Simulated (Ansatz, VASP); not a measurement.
SnSe in VASP and in Ansatz

File INCAR:

```
PREC     = Accurate       # precision mode
ENCUT    = 520            # plane-wave cutoff, eV
EDIFF    = 1E-7           # SCF threshold, eV
ISMEAR   = 0              # smearing method
SIGMA    = 0.05           # smearing width, eV
LREAL    = F              # projectors in reciprocal space
LASPH    = T              # aspherical terms in the spheres
NELM     = 80             # most SCF steps
ALGO     = Fast           # electronic algorithm
ISIF     = 2              # what is computed and relaxed
LWAVE    = F              # write WAVECAR
LCHARG   = T              # write CHGCAR
GGA      = CA             # functional
LELF     = T              # ELF
LVHAR    = T            
NBANDS   = 17             # bands
```

KPOINTS

```
Automatic mesh
0
Gamma
  6 6 6
```

Contents of POSCAR:

```
SnSe
1.0
    3.5981127361      0.0000000000      0.0000000000
    0.0000000000      3.5981127361      0.0000000000
    0.0000000000      0.0000000000      3.5981127361
Sn Se
1 1
Direct
    0.0000000000      0.0000000000      0.0000000000
    0.5000000000      0.5000000000      0.5000000000
```

Input for Ansatz:

```yaml
crystal:
  lattice:
    - [3.5981127361, 0.0, 0.0]
    - [0.0, 3.5981127361, 0.0]
    - [0.0, 0.0, 3.5981127361]
  atoms:
    - { symbol: Sn, position: [0.0, 0.0, 0.0] }
    - { symbol: Se, position: [0.5, 0.5, 0.5] }
basis:
  ecutwfc: 420
kpoints:
  mp_grid: { grid: [6, 6, 6] }
hamiltonian:
  xc: lda
scf:
  occupations: { method: gaussian, width: 0.05 }
output:
  forces: true
  stress: true
  eigenvalues: true
```

Measurements of this composition are mostly on another form, of space group No. 62.

Alike in both runs: task single point; functional LDA; k mesh 6 × 6 × 6; occupations gaussian, width 0.05 eV; no spin polarisation.

|  | VASP | Ansatz |
| --- | --- | --- |
| version | VASP 6.6.1 | Ansatz 0.2.0 |
| potentials or method | VASP PAW LDA potentials, release 64 (Sn_d, Se) | scalar-relativistic, plane waves, PAW |
| plane-wave cutoff (eV) | 520 | 420 |
| valence electrons in the cell | 20 | 30 |

Ansatz gave:

- gap on the k mesh at the Fermi level (eV): none
- pressure (GPa): -0.7

**Question.** What did VASP give for the same quantities?

**Answer.** gap on the k mesh at the Fermi level (eV): none; pressure (GPa): -0.6.

A gap of «none» marks a metal or a gap that the smearing closes. The two sets of potentials don't hold the same shells in valence.
